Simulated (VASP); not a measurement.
Given:

```xyz
2
Lattice="2.6784 0.0000 0.0000 0.0000 2.6784 0.0000 0.0000 0.0000 3.7319" Properties=species:S:1:pos:R:3 pbc="T T T"
Co     0.0000     0.0000     0.0000
Pt     1.3392     1.3392     1.8659
```
Starting moments (μB, in the order of the record's atoms Co Pt): 2.2 0.3.

Method: r2SCAN meta-GGA, VASP's PBE PAW potentials (set 64) (plane waves; VASP). Settings: 520 eV cut-off, 15×15×11 Γ-centred mesh, tetrahedra with Blöchl corrections, potentials Co Pt.

Question: Give the spin-up energies of bands 1 to 12 at the high-symmetry points, in eV from the Fermi level.

Answer: 
```csv
band,Γ,X,M,Z,R,A
1,-10.05,-6.50,-7.25,-8.16,-7.01,-6.51
2,-6.66,-5.22,-6.24,-6.17,-6.92,-5.21
3,-6.64,-4.78,-6.24,-6.04,-4.13,-5.21
4,-3.99,-4.64,-6.24,-4.32,-4.13,-4.85
5,-3.99,-4.21,-2.02,-3.18,-4.09,-4.21
6,-3.68,-3.60,-1.60,-3.18,-3.44,-4.21
7,-2.98,-3.44,-1.22,-3.08,-1.81,-2.49
8,-2.16,-3.05,-1.22,-2.86,-1.48,-2.02
9,-0.86,-2.80,-1.00,-2.80,-0.94,-1.88
10,-0.86,-1.68,0.81,-2.24,-0.73,0.82
11,-0.60,-0.30,1.87,-2.24,-0.62,7.13
12,2.21,2.44,1.87,-0.75,-0.30,7.13
```

Question: Give the spin-down energies of bands 1 to 12 at the high-symmetry points, in eV from the Fermi level.

Answer: 
```csv
band,Γ,X,M,Z,R,A
1,-10.26,-6.51,-7.01,-8.25,-6.77,-6.38
2,-6.31,-5.02,-5.28,-6.11,-6.34,-5.05
3,-6.20,-4.60,-5.28,-5.83,-3.06,-5.05
4,-2.36,-3.99,-5.08,-2.86,-3.01,-2.41
5,-2.36,-2.56,0.32,-2.34,-2.29,-1.55
6,-1.73,-1.92,0.59,-1.85,-1.56,-1.46
7,-0.71,-1.36,0.96,-1.85,-0.91,-1.46
8,-0.55,-1.26,1.39,-1.13,-0.45,-0.59
9,1.03,-0.10,1.60,-0.46,0.40,0.59
10,1.56,0.55,1.60,0.32,1.05,1.40
11,1.56,1.51,1.66,0.32,1.11,7.84
12,2.03,2.83,1.66,0.73,1.30,7.84
```

It has no gap at this level: it comes out as a metal or semimetal.

The compound is CoPt in the L1_0 structure. It was relaxed first.
